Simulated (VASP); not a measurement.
# Cd (Pm-3m) in VASP: further runs

One crystal, Cd, is run at these levels: BLYP; tasks: single point.

All numbers are computed with VASP 6.6.1; they aren't measurements. Logs are shortened: lines on timing, memory, paths and dates and some standing lists are left out, and cuts for length are marked.

## (1) Starting point

The structure is cubic, space group Pm-3m (No. 221). Conventional cell: a = 3.133 Å, b = 3.133 Å, c = 3.133 Å, α = 90.00°, β = 90.00°, γ = 90.00°. Cd (site symmetry m-3m) is surrounded by 6 Cd at 3.13 Å.

This isn't the form of Cd at room conditions, which is hcp.

## (2) Single point, BLYP

Contents of INCAR:

```
  AGGAC = 1.0
  AGGAX = 1.0
  ALDAC = 0.0
  ALDAX = 1.0
  ALGO = Fast
  EDIFF = 1E-6
  ENCUT = 520
  GGA = B5
  ISIF = 2
  ISMEAR = -1
  LASPH = True
  LCHARG = False
  LREAL = False
  LWAVE = False
  NBANDS = 12
  NELM = 60
  PREC = Accurate
  SIGMA = 0.1
```

Contents of KPOINTS:

```
k-points
0
Gamma
  16 16 16
```

Contents of POSCAR:

```
Cd
1.0
    3.1332266813      0.0000000000      0.0000000000
    0.0000000000      3.1332266813      0.0000000000
    0.0000000000      0.0000000000      3.1332266813
Cd
1
Direct
    0.0000000000      0.0000000000      0.0000000000
```

Potentials or basis: VASP PAW PBE potentials, release 64 (Cd).

Started as:

```
$ cat potpaw_PBE.64/Cd/POTCAR > POTCAR
$ mpirun -np 1 vasp_std > vasp.out
```

OUTCAR:

```text
EDIFF = 1E-6
   ENCUT = 520
   GGA = B5
   ISIF = 2
   ISMEAR = -1
   LASPH = True
   LREAL = False
   NELM = 60
   PREC = Accurate

 ion  position               nearest neighbor table
   1  0.000  0.000  0.000-

  LATTYP: Found a simple cubic cell.
 ALAT       =     3.1332266813

  Lattice vectors:

 A1 = (   3.1332266813,   0.0000000000,   0.0000000000)
 A2 = (   0.0000000000,   3.1332266813,   0.0000000000)
 A3 = (   0.0000000000,   0.0000000000,   3.1332266813)

Analysis of symmetry for initial positions (statically):
=====================================================================
 Subroutine PRICEL returns:
 Original cell was already a primitive cell.

 Routine SETGRP: Setting up the symmetry group for a
 simple cubic supercell.

 Subroutine GETGRP returns: Found 48 space group operations
 (whereof 48 operations were pure point group operations)
 out of a pool of 48 trial point group operations.

The static configuration has the point symmetry O_h .

Analysis of symmetry for dynamics (positions and initial velocities):
=====================================================================
 Subroutine PRICEL returns:
 Original cell was already a primitive cell.

 Routine SETGRP: Setting up the symmetry group for a
 simple cubic supercell.

 Subroutine GETGRP returns: Found 48 space group operations
 (whereof 48 operations were pure point group operations)
 out of a pool of 48 trial point group operations.

The dynamic configuration has the point symmetry O_h .

 Subroutine INISYM returns: Found 48 space group operations
 (whereof 48 operations are pure point group operations),
 and found     1 'primitive' translations

----------------------------------------------------------------------------------------

                                     Primitive cell

  volume of cell :      30.7592

  direct lattice vectors                    reciprocal lattice vectors
     3.133226681  0.000000000  0.000000000     0.319159800  0.000000000  0.000000000
     0.000000000  3.133226681  0.000000000     0.000000000  0.319159800  0.000000000
     0.000000000  0.000000000  3.133226681     0.000000000  0.000000000  0.319159800

  length of vectors
     3.133226681  3.133226681  3.133226681     0.319159800  0.319159800  0.319159800

  position of ions in fractional coordinates (direct lattice)
     0.000000000  0.000000000  0.000000000

  ion indices of the primitive-cell ions
   primitive index   ion index
                 1           1

[... 82 lines left out ...]
   NELECT =      12.0000    total number of electrons
   NUPDOWN=      -1.0000    fix difference up-down
   EMIN   =  10.00;   EMAX   =-10.00  energy-range for DOS
   EFERMI =   0.00;   METHOD = LEGACY
   ISMEAR =    -1;   SIGMA  =   0.10  broadening in eV -4-tet -1-fermi 0-gaus
   EFERMI_NEDOS =   21; number of points for ismear=-14 and -15
   IALGO  =     68    algorithm
   IMIX   =      4    mixing-type and parameters
     AMIX     =   0.40;   BMIX     =  1.00
     AMIX_MAG =   1.60;   BMIX_MAG =  1.00
  volume/ion in A,a.u.               =      30.76       207.57
  Fermi-wavevector in a.u.,A,eV,Ry     =   1.196217  2.260523 19.469065  1.430936
  Thomas-Fermi vector in A             =   2.332163
   LORBIT       =      0    0 simple, 1 ext, 2 COOP (PROOUT), +10 PAW based schemes
   GGA     = B5    functional components
   LHFCALC =     F    Hartree Fock is set to
   AEXX    =    0.0000 exact exchange contribution
   IVDW    =     0    specifies the selected vdW correction
   LEPSILON=     F    determine dielectric tensor
   LRPA    =     F    only Hartree local field effects (RPA)
 non-spin polarized calculation
 RMM-DIIS sequential band-by-band and
  energy-cutoff  :      520.00
  volume of cell :       30.76
 maximum number of plane-waves:       852
 NGX is ok and might be reduce to    24
   NGX = 11   NGY = 11   NGZ = 11

 number of electron      12.0000012 magnetization

 Free energy of the ion-electron system (eV)
  ---------------------------------------------------
  ext. energy  EPLUGINS =         0.00000000
  ---------------------------------------------------
  free energy    TOTEN  =        -0.16157843 eV

  energy without entropy =       -0.14865345  energy(sigma->0) =       -0.15511594

 E-fermi :   1.1950     XC(G=0):  -8.6322

 val. band max:        1.1883506805   @ k =   0.4375   0.4375   0.1875
 cond. band min:       1.2158382779   @ k =   0.5000   0.4375   0.0000
 fundamental gap:      0.0274875974
 Fermi energy:         1.1949619504

 k-point     1 :       0.0000    0.0000    0.0000
  band No.  band energies     occupation
      1      -7.9719      2.00000
      2      -7.9719      2.00000
      3      -6.9915      2.00000
      4      -6.9915      2.00000
      5      -6.9915      2.00000
      6      -5.4938      2.00000
      7      10.0255      0.00000
      8      10.0255      0.00000
      9      10.0255      0.00000
     10      13.5277      0.00000
     11      13.5277      0.00000
     12      14.3939      0.00000
[... 331 lines left out ...]
 k-point    24 :       0.5000    0.1250    0.0000
  band No.  band energies     occupation
      1      -7.8314      2.00000
      2      -7.3630      2.00000
      3      -7.3586      2.00000
      4      -7.2717      2.00000
      5      -7.0068      2.00000
      6      -1.4601      2.00000
      7       0.0388      1.99998
      8      10.8815      0.00000
      9      12.9604      0.00000
     10      13.4337      0.00000
     11      15.6507      0.00000
     12      17.4894      0.00000

 [... further k-points ...]

------------------------ aborting loop because EDIFF is reached ----------------------------------------

  FORCE on cell =-STRESS in cart. coord.  units (eV):
  Direction    XX          YY          ZZ          XY          YZ          ZX
  --------------------------------------------------------------------------------------
  -------------------------------------------------------------------------------------
  Total        0.0145801      0.0145801      0.0145801      0.0000000      0.0000000      0.0000000
  in kB        0.7594453      0.7594453      0.7594453      0.0000000      0.0000000      0.0000000
  external PRESSURE =       0.7594453 kB  Pullay stress =       0.0000000 kB

 VOLUME and BASIS-vectors are now :
 -----------------------------------------------------------------------------
  energy-cutoff  :      520.00
  volume of cell :       30.76
      direct lattice vectors                 reciprocal lattice vectors
     3.133226681  0.000000000  0.000000000     0.319159800  0.000000000  0.000000000
     0.000000000  3.133226681  0.000000000     0.000000000  0.319159800  0.000000000
     0.000000000  0.000000000  3.133226681     0.000000000  0.000000000  0.319159800

 POSITION                                       TOTAL-FORCE (eV/Angst)
 -----------------------------------------------------------------------------------
      0.00000      0.00000      0.00000         0.000000      0.000000      0.000000
 -----------------------------------------------------------------------------------
    total drift:                                0.000000     -0.000000      0.000000

  FREE ENERGIE OF THE ION-ELECTRON SYSTEM (eV)
  ---------------------------------------------------
  free  energy   TOTEN  =        -0.1615784303 eV

  energy  without entropy=       -0.1486534460  energy(sigma->0) =       -0.15511594
```

Run time: 17 s. Hardware: 1 thread of Intel Xeon 6975P-C (Granite Rapids), shared host; peak memory 0.17 GiB.

What came out:

```
Free energy            : -0.1616 eV
Pressure               : 0.1 GPa
Band gap on the k mesh : none (metal or under the smearing width)
```

Caveat: the PAW data sets were made with another functional, which shifts forces and pressure a little.

## (3) Single point, BLYP

This run uses another cell than the first one, of 31.99 Å³/atom, 1.040 times its volume.

Contents of INCAR:

```
SYSTEM = Cd
  PREC = Accurate
  ENCUT = 520
  EDIFF = 1E-6
  ISMEAR = -1
  SIGMA = 0.1
  LREAL = .FALSE.
  LASPH = .TRUE.
  NELM = 80
  ALGO = Fast
  ISIF = 2
  LWAVE = .FALSE.
  LCHARG = .FALSE.
  GGA = B5
  ALDAX = 1.0
  AGGAX = 1.0
  AGGAC = 1.0
  ALDAC = 0.0
  NBANDS = 12
```

Contents of KPOINTS:

```
Automatic mesh
0
G
  11 11 11
  0 0 0
```

Contents of POSCAR:

```
Cd
1.0
    3.1744580765      0.0000000000      0.0000000000
    0.0000000000      3.1744580765      0.0000000000
    0.0000000000      0.0000000000      3.1744580765
Cd
1
Direct
    0.0000000000      0.0000000000      0.0000000000
```

Potentials or basis: VASP PAW PBE potentials, release 64 (Cd).

Started as:

```
$ cat potpaw_PBE.64/Cd/POTCAR > POTCAR
$ mpirun -np 1 vasp_std > vasp.out
```

Run time: 8.1 s. Hardware: 1 thread of Intel Xeon 6975P-C (Granite Rapids), shared host; peak memory 0.14 GiB.

It converged, with:

| Property | Result |
| --- | --- |
| Free energy | -0.1606 eV |
| Pressure | -0.4 GPa |
| Band gap on the k mesh | none (metal or under the smearing width) |

Levels at points of the mesh, in eV from the Fermi level:
```
           k point  band 2  band 3  band 4  band 5  band 6  band 7  band 8  band 9  band 10  band 11
(0.00, 0.00, 0.00)   -9.04   -8.14   -8.14   -8.14   -6.46    8.64    8.64    8.64    12.08    12.08
```

Caveat: the PAW data sets were made with another functional, which shifts forces and pressure a little.

## (4) Single point, BLYP

This run uses another cell than the first one, of 28.30 Å³/atom, 0.920 times its volume.

Contents of INCAR:

```
SYSTEM = Cd
PREC = Accurate
ENCUT = 520
EDIFF = 1E-7
ISMEAR = -1
SIGMA = 0.1
LREAL = .FALSE.
LASPH = .TRUE.
NELM = 80
ALGO = Fast
ISIF = 2
LWAVE = .FALSE.
LCHARG = .FALSE.
GGA = B5
ALDAX = 1.0
AGGAX = 1.0
AGGAC = 1.0
ALDAC = 0.0
NBANDS = 12
```

Contents of KPOINTS:

```
regular mesh
0
G
  11 11 11
  0 0 0
```

Contents of POSCAR:

```
Cd
1.0
    3.0473412603      0.0000000000      0.0000000000
    0.0000000000      3.0473412603      0.0000000000
    0.0000000000      0.0000000000      3.0473412603
Cd
1
Direct
    0.0000000000      0.0000000000      0.0000000000
```

Potentials or basis: VASP PAW PBE potentials, release 64 (Cd).

Started as:

```
$ cat potpaw_PBE.64/Cd/POTCAR > POTCAR
$ mpirun -np 1 vasp_std > vasp.out
```

OUTCAR:

```text
SYSTEM = Cd
   PREC = Accurate
   ENCUT = 520
   EDIFF = 1E-7
   ISMEAR = -1
   LREAL = .FALSE.
   LASPH = .TRUE.
   NELM = 80
   ISIF = 2
   GGA = B5

 ion  position               nearest neighbor table
   1  0.000  0.000  0.000-

  LATTYP: Found a simple cubic cell.
 ALAT       =     3.0473412603

  Lattice vectors:

 A1 = (   3.0473412603,   0.0000000000,   0.0000000000)
 A2 = (   0.0000000000,   3.0473412603,   0.0000000000)
 A3 = (   0.0000000000,   0.0000000000,   3.0473412603)

Analysis of symmetry for initial positions (statically):
=====================================================================
 Subroutine PRICEL returns:
 Original cell was already a primitive cell.

 Routine SETGRP: Setting up the symmetry group for a
 simple cubic supercell.

 Subroutine GETGRP returns: Found 48 space group operations
 (whereof 48 operations were pure point group operations)
 out of a pool of 48 trial point group operations.

The static configuration has the point symmetry O_h .

Analysis of symmetry for dynamics (positions and initial velocities):
[... 169 lines left out ...]
      2      -7.7665      2.00000
      3      -6.5944      2.00000
      4      -6.5944      2.00000
      5      -6.5944      2.00000
      6      -5.5053      2.00000
      7      10.9431      0.00000
      8      10.9431      0.00000
      9      10.9431      0.00000
     10      14.5981      0.00000
     11      14.5981      0.00000
     12      15.6051      0.00000
[... 331 lines left out ...]
 k-point    24 :       0.2727    0.0909    0.0909
  band No.  band energies     occupation
      1      -7.6218      2.00000
      2      -7.3276      2.00000
      3      -6.8499      2.00000
      4      -6.8271      2.00000
      5      -6.6333      2.00000
      6      -3.8453      2.00000
      7       4.8344      0.00000
      8      10.8108      0.00000
      9      11.0401      0.00000
     10      16.8204      0.00000
     11      17.2780      0.00000
     12      19.1934      0.00000

 [... further k-points ...]

------------------------ aborting loop because EDIFF is reached ----------------------------------------

  FORCE on cell =-STRESS in cart. coord.  units (eV):
  Direction    XX          YY          ZZ          XY          YZ          ZX
  --------------------------------------------------------------------------------------
  -------------------------------------------------------------------------------------
  Total        0.3341978      0.3341978      0.3341978      0.0000000     -0.0000000      0.0000000
  in kB       18.9212961     18.9212961     18.9212961      0.0000000     -0.0000000      0.0000000
  external PRESSURE =      18.9212961 kB  Pullay stress =       0.0000000 kB

 VOLUME and BASIS-vectors are now :
 -----------------------------------------------------------------------------
  energy-cutoff  :      520.00
  volume of cell :       28.30
      direct lattice vectors                 reciprocal lattice vectors
     3.047341260  0.000000000  0.000000000     0.328154911  0.000000000  0.000000000
     0.000000000  3.047341260  0.000000000     0.000000000  0.328154911  0.000000000
     0.000000000  0.000000000  3.047341260     0.000000000  0.000000000  0.328154911

 POSITION                                       TOTAL-FORCE (eV/Angst)
 -----------------------------------------------------------------------------------
      0.00000      0.00000      0.00000         0.000000      0.000000      0.000000
 -----------------------------------------------------------------------------------
    total drift:                                0.000000     -0.000000      0.000000

  FREE ENERGIE OF THE ION-ELECTRON SYSTEM (eV)
  ---------------------------------------------------
  free  energy   TOTEN  =        -0.1472465902 eV

  energy  without entropy=       -0.1312300945  energy(sigma->0) =       -0.13923834
```

OSZICAR:

```text
N       E                     dE             d eps       ncg     rms          rms(c)
DAV:   1     0.684739761837E+02    0.68474E+02   -0.65927E+03  1424   0.944E+02
DAV:   2     0.118263265301E+01   -0.67291E+02   -0.63166E+02  1464   0.226E+02
DAV:   3    -0.196442425998E+00   -0.13791E+01   -0.13781E+01  1580   0.360E+01
DAV:   4    -0.198682256128E+00   -0.22398E-02   -0.22398E-02  1476   0.146E+00
DAV:   5    -0.198689656897E+00   -0.74008E-05   -0.74008E-05  1608   0.778E-02    0.154E+00
RMM:   6    -0.150467850851E+00    0.48222E-01   -0.94841E-02  1353   0.320E+00    0.122E+00
RMM:   7    -0.147634102687E+00    0.28337E-02   -0.49144E-03  1411   0.587E-01    0.754E-01
RMM:   8    -0.147230175313E+00    0.40393E-03   -0.98267E-04  1430   0.415E-01    0.499E-02
RMM:   9    -0.147238410179E+00   -0.82349E-05   -0.38103E-05  1480   0.643E-02    0.107E-02
RMM:  10    -0.147247415779E+00   -0.90056E-05   -0.17435E-05  1460   0.529E-02    0.936E-03
RMM:  11    -0.147246640131E+00    0.77565E-06   -0.17211E-06  1493   0.134E-02    0.605E-04
RMM:  12    -0.147246590208E+00    0.49922E-07   -0.53888E-08  1110   0.260E-03
   1 F= -.14724659E+00 E0= -.13923834E+00  d E =-.160165E-01
```

Run time: 8.5 s. Hardware: 1 thread of Intel Xeon 6975P-C (Granite Rapids), shared host; peak memory 0.14 GiB.

What came out:

```yaml
Free_energy: -0.1472 eV
Pressure: 1.9 GPa
Band_gap_on_the_k_mesh: none (metal or under the smearing width)
```

Caveat: the PAW data sets were made with another functional, which shifts forces and pressure a little.

## (5) Summary

| cell | k mesh | further INCAR settings | gap on the mesh (eV) | pressure (GPa) |
| --- | --- | --- | --- | --- |
| Pm-3m, 30.76 Å³/atom | 16 × 16 × 16 | ALGO = Fast; EDIFF = 1e-06; NBANDS = 12 | none | 0.1 |
| Pm-3m, 31.99 Å³/atom | 11 × 11 × 11 | ALGO = Fast; EDIFF = 1e-06; NBANDS = 12 | none | -0.4 |
| Pm-3m, 28.3 Å³/atom | 11 × 11 × 11 | ALGO = Fast; EDIFF = 1e-07; NBANDS = 12 | none | 1.9 |

Alike in all rows: task single point; level BLYP; potentials or basis VASP PAW PBE potentials, release 64 (Cd); no spin polarisation; cutoff (eV) 520; smearing fermi-dirac 0.1 eV.

Every run on the cell as given and a fine mesh finds a metal.

Caveats: the PAW data sets were made with another functional, which shifts forces and pressure a little.

Total energies depend on the potentials used, so only differences within one code and one set of settings carry meaning.
